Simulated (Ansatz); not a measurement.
Crystal: Sb.

```
CELL_PARAMETERS angstrom
2.15420 1.24373 3.75800
-2.15420 1.24373 3.75800
0.00000 -2.48746 3.75800
ATOMIC_POSITIONS crystal
Sb 0.76651 0.76651 0.76651
Sb 0.23349 0.23349 0.23349
```

Base run:

| Item | Value |
| --- | --- |
| Program | Ansatz 0.2.0 |
| Functional | LDA |
| Potentials or basis | Ansatz PAW |
| Cutoff | 420 eV (not typed: the program's choice for these potentials) |
| k mesh | 8 × 8 × 8 |
| Occupations | fermi-dirac, width 0.05 eV |
| Spin | no spin polarisation |

Its results: band gap on the k mesh none (metal or under the smearing width); pressure -1.2 GPa; largest force 0.010 eV/Å.

Q: The run is repeated on the same cell with these changes: functional from LDA to r2SCAN; cutoff from 420 eV (not typed: the program's choice for these potentials) to 500 eV (not typed: the program's choice for these potentials). What comes out?

A: Band gap on the k mesh none (metal or under the smearing width); pressure 1.7 GPa; largest force 0.006 eV/Å.

Caveats: spin-orbit coupling is left out, which moves the levels of the heavy elements; the PAW data sets come from PBE, with cores solved anew for the run's functional, which leaves a small shift of forces and pressure.
